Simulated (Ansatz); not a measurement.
# Te: what symmetry allows forces and stress to be

```
CELL_PARAMETERS angstrom
3.12238 0.00000 0.00000
0.00000 4.82045 0.00000
0.00000 0.00000 9.06001
ATOMIC_POSITIONS crystal
Te 0.50000 0.54432 0.76412
Te 0.50000 0.45568 0.26412
Te 0.50000 0.98838 0.00588
Te 0.50000 0.01162 0.50588
```

All numbers below come from Ansatz, DFT PBE, scalar-relativistic, plane waves, PAW.

Plane waves to 420 eV, a k mesh through Γ of 14×10×6 on the computed 4-atom cell and Gaussian smearing (0.10 eV); no spin polarisation.

This distorted cell has space group Pmc2_1, with 4 operations.

Q: Without a calculation: in which directions can each atom feel a force?

A: A force must be left unchanged by every operation that keeps its atom in place, so it lies in the space that those operations leave fixed. Atoms that the group maps onto each other feel forces of one size.
| atom | site symmetry | operations at the site | equivalent to atom | allowed force (Cartesian) |
| --- | --- | --- | --- | --- |
| Te1 | m.. | 2 | 1 | in the plane normal to (1.00, 0.00, 0.00) |
| Te2 | m.. | 2 | 1 | in the plane normal to (1.00, 0.00, 0.00) |
| Te3 | m.. | 2 | 3 | in the plane normal to (1.00, 0.00, 0.00) |
| Te4 | m.. | 2 | 3 | in the plane normal to (1.00, 0.00, 0.00) |

That leaves 4 independent force components of 12, tied by 1 condition that the forces sum to zero, so 3 remain. A relaxation in this cell that keeps the symmetry moves the atoms in these directions alone.

Q: And the stress tensor?

A: It must be invariant under the point group, which leaves 3 independent components: yz, xz, xy vanish.

Q: Do the computed values obey this?

A: Yes. Forces (eV/Å):
```
Te1  0.000  0.077 -0.129
Te2  0.000 -0.077 -0.129
Te3  0.000 -0.044  0.129
Te4  0.000  0.044  0.129
```

Stress (GPa, compression positive, xx yy zz yz xz xy): 1.13 -2.17 -1.52 0.00 0.00 0.00. The program imposes the same operations on density, forces and stress, so this confirms the analysis and is no independent test of the calculation.

This form isn't the element's structure at ambient conditions.